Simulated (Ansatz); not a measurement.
# linear Te chain under tension and compression

Aim: how do moment and conductance of the linear Te chain follow its length?

Calculated with Ansatz 0.2.0; DFT PBE, plane waves, PAW; relaxation of a chain's period, in the first sound run; inputs show where later runs differ.

## (1) Set-up

The cell holds 1 atom: 1 Te. Cell: a = 7.500 Å, b = 7.500 Å, c = 2.567 Å, α = 90.0°, β = 90.0°, γ = 90.0°. Vacuum lies along a and b. The structure's axis is c.

Coordinates:

```cif
data_structure
_symmetry_space_group_name_H-M 'P 1'
_symmetry_Int_Tables_number 1
_cell_length_a 7.5000
_cell_length_b 7.5000
_cell_length_c 2.5668
_cell_angle_alpha 90.000
_cell_angle_beta 90.000
_cell_angle_gamma 90.000
_cell_volume 144.38
loop_
_atom_site_label
_atom_site_type_symbol
_atom_site_fract_x
_atom_site_fract_y
_atom_site_fract_z
_atom_site_occupancy
Te1 Te 0.50000 0.50000 0.00000 1
```

## (2) The relaxed wire

Band widths follow the bond lengths, so the chain is relaxed first. The atoms and the third cell vector are free; the box across stays fixed as vacuum. Moments are seeded so that a magnetic state can form if it lies lower. A Fermi-Dirac smearing is set since the result may be a metal. The pressure printed is a third of the stress's trace over the whole box, vacuum included; only the stress along the axis is relaxed.

File input.yaml:

```yaml
crystal:
  lattice:
    - [7.5, 0.0, 0.0]
    - [0.0, 7.5, 0.0]
    - [0.0, 0.0, 2.5668]
  atoms:
    - { symbol: Te, position: [0.5, 0.5, 0.0], spin: 0.3 }
magnetization:
  spin_polarized: true
kpoints:
  mp_grid: { grid: [1, 1, 32] }
scf:
  occupations: { method: fermi_dirac, width: 0.05 }
hamiltonian:
  xc: pbe
relax:
  cell: { fix: [a, b, alpha, beta, gamma] }
  max_steps: 60
```

The run is started by

```
$ ansatz run input.yaml --threads 4 --pin off --max-ram 8192MiB --backend cpu --events-out ev --progress --plain --runs-dir out
```

Numbers of over 12 decimals in the logs are rounded to 6 here.

What it wrote:

```text
Engine: ansatz 0.2.0, x86_64-unknown-linux-gnu
Pseudopotentials: kind: paw
Pseudopotential: Te, paw, valence charge 16, recommended cutoff 420 eV (normal), Te.paw.azcp
Functional definition: PBE
  parameter kappa = 0.804
  parameter beta = 0.066725
  exchange = pbe_x(kappa = kappa, mu = beta*pi^2/3)
  correlation = pbe_c(beta = beta)
Crystal: 1 atoms, lattice volume = 144.383 Å³
Basis set: ecut = 420 eV, 2849 PW (Γ), exchange–correlation on 108×108×36 points (8 copies of the dense FFT grid, shifted against one another)
Bands: 13, of which v1, the nominal top of the filled ones, is band 8 counted from 1 (7 counted from 0)
Symmetry: 16 space group operations
Space group: P4/mmm (ITA 123), of the structure as read, at distance tolerance 5.2e-5 Å
Magnetic group: BNS 123.339 (UNI 999), of the structure as read, at distance tolerance 5.2e-5 Å
k-points: 17 of 32
Non-local potential: Te, projectors of the file, l = 0: 2, l = 1: 2, l = 2: 2, l = 3: 2
PAW form: soft (Blöchl's): semilocal exchange-correlation on the pseudo side does not see the compensation charge
PAW one-centre angular grid: Te, 590 points (default); XC on 64 Gauss nodes
Initial density: superposition of atomic densities (neutral atoms: chi_scale 0, normalization atom)
Starting moments: Σ|m| = 0.3 μB on 1 of 1 site
Initial wavefunctions: pseudopotential atomic-orbital guess
Functional: x = pbe(κ = 0.804, μ = 0.219515), c = pbe(β = 0.066725)
iter 1 solved again at ethr=1.43e-4 eV; its pass at ethr=3.10e-3 eV (dr2=2.30e-2 eV) is discarded
SCF iter   1: F=—  HF=-6979.100768 eV  |F-HF|=—  |Δ(HF+E_count)|=         —  Δρ=6.98e-3 (↑6.98e-3 ↓6.68e-3)  dr2=2.56e-2  dr2_m=5.82e-2  M=0.039 μB ∫|m|=0.039 μB  β_m=0.30  ethr=1.43e-4  ⟨swp⟩=1.6  Hψ=3747  notcnv=0
preconditioner: auto → Resta (q_TF=auto, 1.891 Å⁻¹)  ε∞=1.5  [insulator: Δε(μ)=0.305 eV  Ē_g=9.624 eV  σ=0.050 eV  W_gap=0.59  n_scr=20 (ndim 8)  ℏωp=7.0 eV  f_vac=0.655  D(μ)=0.84/eV (n_scr^D=4)  ε∞_Penn≈1.5  vacuum switching on, ρ_ref=6.7e-3 e/Å³]
spin=Collinear: Resta preconditioning applied to the charge; magnetization (m = ρ↑ − ρ↓) channel mixes plain (no charge-response kernel on spin).
SCF iter   2: F=—  HF=-6979.100864 eV  |F-HF|=—  |Δ(HF+E_count)|=   9.55e-5  Δρ=4.96e-3 (↑4.96e-3 ↓4.68e-3)  dr2=1.18e-2  dr2_m=2.90e-2  M=0.033 μB ∫|m|=0.033 μB  β_m=0.30  ethr=1.43e-4  ⟨swp⟩=2.0  Hψ=542  notcnv=0
SCF iter   3: F=—  HF=-6979.100476 eV  |F-HF|=—  |Δ(HF+E_count)|=   3.88e-4  Δρ=3.39e-3 (↑3.39e-3 ↓3.24e-3)  dr2=4.40e-4  dr2_m=1.45e-2  M=0.028 μB ∫|m|=0.028 μB  β_m=0.30  ethr=7.35e-5  ⟨swp⟩=2.3  Hψ=725  notcnv=0
SCF iter   4: F=—  HF=-6979.101676 eV  |F-HF|=—  |Δ(HF+E_count)|=   1.20e-3  Δρ=2.37e-3 (↑2.37e-3 ↓2.32e-3)  dr2=1.20e-4  dr2_m=7.26e-3  M=0.023 μB ∫|m|=0.023 μB  β_m=0.30  ethr=2.75e-6  ⟨swp⟩=2.1  Hψ=542  notcnv=0
SCF iter   5: F=—  HF=-6979.102363 eV  |F-HF|=—  |Δ(HF+E_count)|=   6.87e-4  Δρ=1.68e-3 (↑1.64e-3 ↓1.68e-3)  dr2=3.93e-6  dr2_m=3.65e-3  M=0.019 μB ∫|m|=0.019 μB  β_m=0.30  ethr=7.51e-7  ⟨swp⟩=1.9  Hψ=665  notcnv=0
SCF iter   6: F=—  HF=-6979.102724 eV  |F-HF|=—  |Δ(HF+E_count)|=   3.60e-4  Δρ=1.18e-3 (↑1.17e-3 ↓1.18e-3)  dr2=2.98e-7  dr2_m=1.84e-3  M=0.016 μB ∫|m|=0.016 μB  β_m=0.30  ethr=2.46e-8  ⟨swp⟩=2.4  Hψ=687  notcnv=0
SCF iter   7: F=—  HF=-6979.102919 eV  |F-HF|=—  |Δ(HF+E_count)|=   1.96e-4  Δρ=8.39e-4 (↑8.39e-4 ↓8.38e-4)  dr2=5.98e-8  dr2_m=9.30e-4  M=0.013 μB ∫|m|=0.013 μB  β_m=0.30  ethr=1.86e-9  ⟨swp⟩=2.5  Hψ=684  notcnv=0
Mixer restart at iter 7: flushing history
spin-set hold released at iteration 7 (site moments contracting): the magnetisation degrees of freedom join the quasi-Newton model from the next iteration; the mixer history was flushed
SCF iter   8: F=—  HF=-6979.103027 eV  |F-HF|=—  |Δ(HF+E_count)|=   1.08e-4  Δρ=5.98e-4 (↑5.98e-4 ↓5.98e-4)  dr2=2.98e-8  dr2_m=4.73e-4  M=0.011 μB ∫|m|=0.011 μB  β_m=0.65  ethr=3.74e-10  ⟨swp⟩=3.0  Hψ=816  notcnv=0
SCF iter   9: F=—  HF=-6979.103170 eV  |F-HF|=—  |Δ(HF+E_count)|=   1.43e-4  Δρ=4.30e-5 (↑4.30e-5 ↓4.30e-5)  dr2=7.14e-10  dr2_m=2.45e-6  M=0.003 μB ∫|m|=0.003 μB  β_m=0.82  ethr=1.86e-10  ⟨swp⟩=4.0  Hψ=922  notcnv=0
SCF iter  10: F=—  HF=-6979.103188 eV  |F-HF|=—  |Δ(HF+E_count)|=   1.73e-5  Δρ=2.13e-5 (↑2.13e-5 ↓2.12e-5)  dr2=3.88e-11  dr2_m=5.98e-7  M=0.002 μB ∫|m|=0.002 μB  β_m=0.91  ethr=4.46e-12  ⟨swp⟩=4.9  Hψ=1379  notcnv=0
SCF iter  11: F=—  HF=-6979.103190 eV  |F-HF|=—  |Δ(HF+E_count)|=   2.07e-6  Δρ=1.46e-6 (↑1.40e-6 ↓1.46e-6)  dr2=4.91e-11  dr2_m=2.70e-9  M=0.000 μB ∫|m|=0.000 μB  β_m=0.96  ethr=1.00e-12  ⟨swp⟩=5.0  Hψ=1385  notcnv=0
SCF iter  12: F=-6979.103190 eV  HF=-6979.103190 eV  |F-HF|=2.91e-11  |Δ(HF+E_count)|=   1.09e-8  Δρ=1.32e-7 (↑1.32e-7 ↓1.28e-7)  dr2=3.93e-11  dr2_m=1.44e-11  M=0.000 μB ∫|m|=0.000 μB  ethr=1.00e-12  ⟨swp⟩=4.0  Hψ=1197  notcnv=0
WARN: the starting moments were not kept: the SCF closed with an absolute magnetisation of 5.2e-6 μB, where they sum to 0.3 μB in size (1 site). That is at most 0.1 of that sum. Measured as dr2_m measures the in/out step, that magnetisation stands 3.4e-12 eV from none, at or under the dr2_threshold of 1.0e-7 eV: it is no larger than a step whose dr2_m would equal this threshold. The system may hold no moment; this SC [...]
SCF 1 converged in 12 iterations: F = -6979.103190 eV  dr2 = 3.93e-11
  greatest PAW one-centre occupation: 0.998 electrons in one spin orbital (limit 2), on the Te atom at site 0 (counted from 0), in its partial waves of l = 2
relax step   1: F+E_penalty+E_count = -6979.10318964 eV  Δ(F+E_penalty+E_count) = +0.000e0 eV  max|allowed force component| = 0.000e0 eV/Å  Δτ_max = 0.0000 Å  P = +2.470 GPa  Ω = 144.383 Å³  fix = [a, b, alpha, beta, gamma]  reactions: a +0.160, b +0.160 GPa  (12 SCF iters, dr2 threshold 1.00e-7 eV, accepted)
Crystal: 1 atoms, lattice volume = 151.421 Å³
Basis set: ecut = 420 eV, 3017 PW (Γ), exchange–correlation on 108×108×36 points (8 copies of the dense FFT grid, shifted against one another)
Initial density: handed on by an earlier stage of this run
Starting moments: Σ|m| = 0.3 μB on 1 of 1 site; this step starts from the density that it was given
Initial wavefunctions: those handed on with the density
iter 1 solved again at ethr=5.26e-5 eV; its pass at ethr=3.10e-3 eV (dr2=8.42e-3 eV) is discarded
SCF iter   1: F=—  HF=-6979.292162 eV  |F-HF|=—  |Δ(HF+E_count)|=         —  Δρ=9.85e-4 (↑7.13e-4 ↓9.85e-4)  dr2=8.82e-3  dr2_m=1.01e-4  M=-0.001 μB ∫|m|=0.002 μB  β_m=0.30  ethr=5.26e-5  ⟨swp⟩=1.9  Hψ=3629  notcnv=0
[...]
iter 5 did not close the SCF: its close was put off for a magnetic moment that had not settled (scf_convergence_deferred on its scf_iter line)
SCF iter   5: F=-6979.304686 eV  HF=-6979.304686 eV  |F-HF|=4.36e-9  |Δ(HF+E_count)|=   1.63e-7  Δρ=1.31e-6 (↑1.31e-6 ↓9.01e-7)  dr2=8.67e-9  dr2_m=7.80e-10  M=-0.000 μB ∫|m|=0.000 μB  β_m=0.77  ethr=5.24e-10  ⟨swp⟩=2.4  Hψ=1488  notcnv=0
iter 6 did not close the SCF: its close was put off for a magnetic moment that had not settled (scf_convergence_deferred on its scf_iter line)
SCF iter   6: F=-6979.304686 eV  HF=-6979.304686 eV  |F-HF|=1.62e-10  |Δ(HF+E_count)|=   1.55e-9  Δρ=3.06e-7 (↑3.06e-7 ↓2.50e-7)  dr2=4.70e-11  dr2_m=9.87e-11  M=-0.000 μB ∫|m|=0.000 μB  β_m=0.88  ethr=5.42e-11  ⟨swp⟩=2.0  Hψ=1369  notcnv=0
SCF iter   7: F=-6979.304686 eV  HF=-6979.304686 eV  |F-HF|=1.09e-11  |Δ(HF+E_count)|=  2.84e-10  Δρ=8.94e-8 (↑7.06e-8 ↓8.94e-8)  dr2=1.27e-12  dr2_m=8.69e-12  M=-0.000 μB ∫|m|=0.000 μB  ethr=1.00e-12  ⟨swp⟩=1.0  Hψ=1176  notcnv=0
the starting moments were not kept: the SCF closed with an absolute magnetisation of 7.5e-6 μB, where they sum to 0.3 μB in size (1 site). That is at most 0.1 of that sum. Measured as dr2_m measures the in/out step, that magnetisation stands 8.1e-12 eV from none, at or under the dr2_threshold of 1.0e-7 eV: it is no larger than a step whose dr2_m would equal this threshold.
SCF 3 converged in 7 iterations: F = -6979.304686 eV  dr2 = 1.27e-12
relax step   3: F+E_penalty+E_count = -6979.30468618 eV  Δ(F+E_penalty+E_count) = -1.618e-2 eV  max|allowed force component| = 0.000e0 eV/Å  Δτ_max = 0.0000 Å  P = +0.279 GPa  Ω = 153.754 Å³  energy of the carried Pulay correction = -3.881e-4 eV  fix = [a, b, alpha, beta, gamma]  reactions: a +0.163, b +0.163 GPa  (7 SCF iters, dr2 threshold 1.00e-7 eV, accepted)
[...]
relax step   4: F+E_penalty+E_count = -6979.30642268 eV  Δ(F+E_penalty+E_count) = -1.737e-3 eV  max|allowed force component| = 0.000e0 eV/Å  Δτ_max = 0.0000 Å  P = +0.118 GPa  Ω = 154.829 Å³  energy of the carried Pulay correction = -4.315e-4 eV  fix = [a, b, alpha, beta, gamma]  reactions: a +0.163, b +0.163 GPa  (7 SCF iters, dr2 threshold 1.00e-7 eV, accepted)
Basis set: ecut = 420 eV, 3089 PW (Γ), exchange–correlation on 108×108×40 points (8 copies of the dense FFT grid, shifted against one another)
Initial wavefunctions: pseudopotential atomic-orbital guess (no wavefunctions were taken with the density)
iter 1 solved again at ethr=9.52e-7 eV; its pass at ethr=3.10e-3 eV (dr2=1.52e-4 eV) is discarded
SCF iter   1: F=—  HF=-6979.305132 eV  |F-HF|=—  |Δ(HF+E_count)|=         —  Δρ=7.91e-5 (↑7.91e-5 ↓7.91e-5)  dr2=1.04e-6  dr2_m=2.63e-12  M=-0.000 μB ∫|m|=0.000 μB  β_m=0.30  ethr=9.52e-7  ⟨swp⟩=3.0  Hψ=4190  notcnv=0
preconditioner: auto → none  [insulator: Δε(μ)=0.204 eV  Ē_g=10.476 eV  σ=0.050 eV  W_gap=0.68  n_scr=12 (ndim 8)  ℏωp=7.3 eV  f_vac=0.663  D(μ)=1.15/eV (n_scr^D=4)  ε∞_Penn≈1.5]
SCF iter   2: F=—  HF=-6979.306071 eV  |F-HF|=—  |Δ(HF+E_count)|=   9.39e-4  Δρ=5.53e-5 (↑5.53e-5 ↓5.53e-5)  dr2=4.71e-7  dr2_m=1.82e-12  M=-0.000 μB ∫|m|=0.000 μB  β_m=0.57  ethr=6.50e-9  ⟨swp⟩=3.0  Hψ=747  notcnv=0
SCF iter   3: F=—  HF=-6979.306760 eV  |F-HF|=—  |Δ(HF+E_count)|=   6.89e-4  Δρ=6.16e-6 (↑6.16e-6 ↓6.16e-6)  dr2=1.40e-8  dr2_m=5.08e-13  M=-0.000 μB ∫|m|=0.000 μB  β_m=0.61  ethr=2.94e-9  ⟨swp⟩=2.2  Hψ=870  notcnv=0
SCF iter   4: F=—  HF=-6979.306766 eV  |F-HF|=—  |Δ(HF+E_count)|=   6.49e-6  Δρ=1.19e-6 (↑1.19e-6 ↓1.19e-6)  dr2=7.87e-10  dr2_m=2.21e-13  M=-0.000 μB ∫|m|=0.000 μB  β_m=0.66  ethr=8.76e-11  ⟨swp⟩=3.1  Hψ=804  notcnv=0
SCF iter   5: F=—  HF=-6979.306796 eV  |F-HF|=—  |Δ(HF+E_count)|=   3.01e-5  Δρ=2.03e-7 (↑1.96e-7 ↓2.03e-7)  dr2=5.94e-10  dr2_m=7.94e-14  M=-0.000 μB ∫|m|=0.000 μB  β_m=0.83  ethr=4.92e-12  ⟨swp⟩=3.2  Hψ=688  notcnv=0
SCF iter   6: F=—  HF=-6979.306796 eV  |F-HF|=—  |Δ(HF+E_count)|=   1.65e-8  Δρ=1.55e-7 (↑1.55e-7 ↓1.54e-7)  dr2=6.33e-10  dr2_m=2.27e-15  M=-0.000 μB ∫|m|=0.000 μB  β_m=0.66  ethr=3.71e-12  ⟨swp⟩=2.2  Hψ=568  notcnv=0
SCF iter   7: F=—  HF=-6979.306796 eV  |F-HF|=—  |Δ(HF+E_count)|=   2.13e-9  Δρ=4.73e-8 (↑4.73e-8 ↓4.55e-8)  dr2=5.69e-11  dr2_m=5.67e-15  M=-0.000 μB ∫|m|=0.000 μB  β_m=0.76  ethr=3.71e-12  ⟨swp⟩=2.0  Hψ=543  notcnv=0
SCF iter   8: F=-6979.306796 eV  HF=-6979.306796 eV  |F-HF|=0.00e0  |Δ(HF+E_count)|=  1.64e-11  Δρ=1.08e-8 (↑1.08e-8 ↓9.01e-9)  dr2=2.31e-12  dr2_m=3.38e-15  M=-0.000 μB ∫|m|=0.000 μB  ethr=1.00e-12  ⟨swp⟩=5.0  Hψ=1777  notcnv=0
the starting moments were not kept: the SCF closed with an absolute magnetisation of 1.6e-7 μB, where they sum to 0.3 μB in size (1 site). That is at most 0.1 of that sum. Measured as dr2_m measures the in/out step, that magnetisation stands 3.7e-15 eV from none, at or under the dr2_threshold of 1.0e-11 eV: it is no larger than a step whose dr2_m would equal this threshold.
SCF 5 converged in 8 iterations: F = -6979.306796 eV  dr2 = 2.31e-12
relax step   5: F+E_penalty+E_count = -6979.30679614 eV  Δ(F+E_penalty+E_count) = -3.735e-4 eV  max|allowed force component| = 0.000e0 eV/Å  Δτ_max = 0.0000 Å  P = +0.117 GPa  Ω = 154.829 Å³  fix = [a, b, alpha, beta, gamma]  reactions: a +0.162, b +0.162 GPa  stress off target by 2.77e-2 GPa on what of the cell is left free  SCF on the basis re-selected at this cell (its energy is not comparable with the rows above)  (8 SCF iters)
basis re-selected at this cell: Δ(F+E_penalty+E_count) = -3.735e-4 eV, ΔP = -0.001 GPa vs the last step (what re-selecting the basis moved, of the pressure what is left beyond the Pulay correction that the steps carried, after the strain that the cell walked since its last selection, with what the two solves' SCF thresholds leave and, on support functions, any second-order correction that the steps lacked; it is no measure of the basis error at this ecutwfc). The dense FFT grid was sized anew with the basis: this SCF ran on 54×54×20 points, the steps before it on 54×54×18, so part of this shift can come from that change (see relax.cell in the input reference). [rest of the remark cut]
SCF converged after 8 iterations
Magnetization: -0.0000 μB (8.0000 up, 8.0000 down)
Absolute magnetization: 0.0000 μB (∫|ρ↑−ρ↓|, with the PAW one-centre terms)
Spin contamination: 0.0000 ħ² per cell (⟨S²⟩ above its minimum at these occupations)
Per-site moments (μB) at R_I (Å): [(-8.051623073611172e-8, 1.135416)]
Free energy (F): -6979.306796 eV
Harris-Foulkes:  -6979.306796 eV  (|F-HF|=0.00e0)
Internal energy: -6979.297667 eV  (E = F + TS)
E sigma→0 (E₀):  -6979.302232 eV
Entropy (-TS):   -0.009129 eV (-9.129 meV/atom)
Fermi energy:    -2.186166 eV
--- Per-component energies (eV) ---
  E_band       = -431.600262
  E_kinetic    = 179.384714
  E_local      = -3171.790974  (includes V_loc(G=0)·N_el)
  E_nonlocal   = -310.261516
  E_hartree    = 1676.653052
  E_xc         = -123.077774
  E_vxc        = -102.387037  (∫ρ·V_xc dr)
  E_paw        = -4662.257691  (= ΣΔE_a)
  E_vpaw       = -379.851263  (= ΣTr[D̂ρ^β])
  E_aug_tail   = -0.000192  (compensation charges beyond the density's cutoff)
  E_ewald      = -567.947286
  E_smearing   = -0.009129  (= −TS)
  E_closure    = 0.000000  (closes the sum)
  Σ components = -6979.306796   (vs F -6979.306796, Δ=0.00e0)
--- Forces (eV/Å), atoms counted from 1 ---
  atom   1  Te     0.00000000     0.00000000     0.00000000
  max |Σ_I F_I| component: 0.00e0 eV/Å
--- Stress (GPa, compression-positive) ---
        0.161883       0.000000       0.000000
        0.000000       0.161883       0.000000
        0.000000       0.000000       0.027726
  P = ⅓ Tr σ = 0.1172 GPa (1.172 kbar)
--- Relaxed structure (4 steps of the walk, 4 accepted, 1 SCFs on fresh bases) ---
  F+E_penalty+E_count = -6979.30679614 eV   max|allowed force component| = 0.000e0 eV/Å   (the final SCF, on the basis selected at the relaxed cell)
  cell:  # Å, volume = 154.8295 Å³
    - [7.5, 0.0, 0.0]
    - [0.0, 7.5, 0.0]
    - [0.0, 0.0, 2.752524]
  atoms:
    - { symbol: Te, position: [0.5, 0.5, 0.0] }
```

It took 22 s on 4 threads of Intel Xeon Platinum 8488C (Sapphire Rapids), shared host; peak memory 0.46 GiB; 33 s of CPU time.

The steps of the relaxation:

```csv
step,energy less that of the first step (eV),largest force component (eV/Å),pressure (GPa),volume (Å³)
1,0.0000,0.0000,2.47,144.38
2,-0.1853,0.0000,0.70,151.42
3,-0.2015,0.0000,0.28,153.75
4,-0.2032,0.0000,0.12,154.83
5*,-0.2036,0.0000,0.12,154.83
```

Relaxation steps marked * repeat the geometry before them on a plane-wave basis chosen anew for their cell, so energy and pressure can jump there.

```csv
cell as run,before,after,change
c (Å),2.567,2.753,+7.2 %
```

Final coordinates:

```cif
data_structure
_symmetry_space_group_name_H-M 'P 1'
_symmetry_Int_Tables_number 1
_cell_length_a 7.5000
_cell_length_b 7.5000
_cell_length_c 2.7525
_cell_angle_alpha 90.000
_cell_angle_beta 90.000
_cell_angle_gamma 90.000
_cell_volume 154.83
loop_
_atom_site_label
_atom_site_type_symbol
_atom_site_fract_x
_atom_site_fract_y
_atom_site_fract_z
_atom_site_occupancy
Te1 Te 0.50000 0.50000 0.00000 1
```

This step gave:

```
energy at zero smearing    : -6979.3022 eV
cell length along the wire : 2.753 Å
```

The cell's length comes to 2.753 Å with no moment.

## (3) The chain at a fixed length, period over the relaxed period 0.88, k-mesh 1×1×34

This step: DFT PBE, plane waves, PAW; channels and complex bands of a perfect chain (Ansatz 0.2.0).

The period is set to 0.88 times the relaxed one: shorter bonds widen the bands.

The cell differs from the one that the last finished run ended in (c 2.753 → 2.422 Å).

input.yaml, the sections that differ from step 2:

```yaml
crystal:
  lattice:
    - [7.5, 0.0, 0.0]
    - [0.0, 7.5, 0.0]
    - [0.0, 0.0, 2.4222209285]
  atoms:
    - { symbol: Te, position: [0.5, 0.5, 0.0], spin: 0.3 }
kpoints:
  mp_grid: { grid: [1, 1, 34] }
output:
  transmission:
    e_range: [-2, 2]
    de: 0.035
    kmesh: [1, 1]
    reduced_basis: true
    leads: [[0, 0]]
  stress: true
# magnetization, scf, hamiltonian: as in step 2
# relax: removed
```

What it wrote:

```text
[...]
Crystal: 1 atoms, lattice volume = 136.250 Å³
Basis set: ecut = 420 eV, 2633 PW (Γ)
Bands: 13, of which v1, the nominal top of the filled ones, is band 8 counted from 1 (7 counted from 0)
Symmetry: 16 space group operations
[...]
k-points: 18 of 34
[...]
Starting moments: Σ|m| = 0.3 μB on 1 of 1 site
[...]
SCF iter  13: F=-6978.546825 eV  HF=-6978.546825 eV  |F-HF|=9.09e-12  |Δ(HF+E_count)|=  1.05e-10  Δρ=7.62e-8 (↑7.21e-8 ↓7.62e-8)  dr2=1.50e-12  dr2_m=6.62e-12  M=0.000 μB ∫|m|=0.000 μB  ethr=1.13e-12  ⟨swp⟩=3.0  Hψ=1020  notcnv=0
SCF 1 converged in 13 iterations: F = -6978.546825 eV  dr2 = 1.50e-12
[...]
transmission: 6 of 36 steps passed
transmission: 9 of 36 steps passed
[...]
transmission: 36 of 36 steps passed
SCF converged after 13 iterations
Magnetization: 0.0000 μB (8.0000 up, 8.0000 down)
Absolute magnetization: 0.0000 μB (∫|ρ↑−ρ↓|, with the PAW one-centre terms)
[...]
Per-site moments (μB) at R_I (Å): [(1.1935946876933905e-8, 0.999166)]
Free energy (F): -6978.546825 eV
[...]
Internal energy: -6978.539143 eV  (E = F + TS)
E sigma→0 (E₀):  -6978.542984 eV
Entropy (-TS):   -0.007681 eV (-7.681 meV/atom)
Fermi energy:    -1.179055 eV
[...]
--- Stress (GPa, compression-positive) ---
        0.156169       0.000000       0.000000
        0.000000       0.156169       0.000000
        0.000000       0.000000      16.217800
  P = ⅓ Tr σ = 5.5100 GPa (55.100 kbar)
--- Band table (eV; the first three rows and the last of 36) ---
  k-point 0 ↑: bands = [... 4 lower, -38.2284, -15.3261, -5.0352, -5.0352, 1.5644, 3.0354, 4.0591, 4.9023, ... 1 higher]
  k-point 1 ↑: bands = [... 4 lower, -38.2281, -15.3038, -5.0100, -5.0100, 1.5849, 3.0569, 4.0801, 4.9250, ... 1 higher]
  k-point 2 ↑: bands = [... 4 lower, -38.2273, -15.2371, -4.9346, -4.9346, 1.6464, 3.1216, 4.1431, 4.9931, ... 1 higher]
  k-point 17 ↓: bands = [... 4 lower, -38.1155, -8.4301, -8.4205, 0.0448, 0.0448, 4.6302, 4.6302, 7.5671, ... 1 higher]
--- Transmission ---
  basis      : 497 plane waves across, 3 finite elements along
  points     : 1, standing for a mesh of 1 x 1
  filling    : by the input's occupations and mesh, since the crystals that have channels conduct as metals do. If one of these is a semiconductor, that mesh has misplaced its level
  energies   : 115 from -2.000000 to 1.990000 eV about the Fermi level, 0.035000 eV apart; the leads are filled to 0.000000 eV, and channels, transmission and decay are at -0.005000 eV
  crystal 0  : Te1, at the sites [0, 0], period 2.4222 Å: whole cells are its period
    offset         : up to 0.0000 Å between an atom of the period and one for which it stands
    filled         : 121.5 meV under the level at which it is neutral
    channels       : 3.000000e0 up, 3.000000e0 down
    conductance    : 4.1323e14 S/m² at 300 K; may be off by some 0.0 % by where its bands' edges are placed, 0.0 % from the distance to neutral
```

The job ended after 53 s (4 threads; peak memory 0.49 GiB).

Numbers from this step:

```
energy at zero smearing                                   : -6978.5430 eV
channels at the energy nearest the Fermi level, spin up   : 3
channels at the energy nearest the Fermi level, spin down : 3
conductance of the lead as this run defines it            : 3.000 G₀
band gap                                                  : 0 eV
```

Open channels of the lead against energy, zero at the Fermi level:

```csv
energy (eV),spin up,spin down
-2.000,3,3
-1.790,3,3
-1.615,3,3
-1.405,3,3
-1.195,3,3
-0.985,3,3
-0.810,3,3
-0.600,3,3
-0.390,3,3
-0.215,3,3
-0.005,3,3
0.205,3,3
0.415,3,3
0.590,3,3
0.800,3,3
1.010,3,3
1.185,3,3
1.395,1,1
1.605,1,1
1.815,1,1
```

At the computed energy nearest the Fermi level there are 3 spin-up and 3 spin-down channels, and the thermal average gives 3.00 G₀.

(Part 1 of 2 ends here.)

[Logs are printed without paths, hosts, clocks, repeated set-up lines and the standing remarks that a program may print on its own settings, such as how far it seeks lower states.]

[Hosts, paths, dates, database ids (printed as entryN), source tags and the programs' standing remarks are cut or masked in the printed files.]
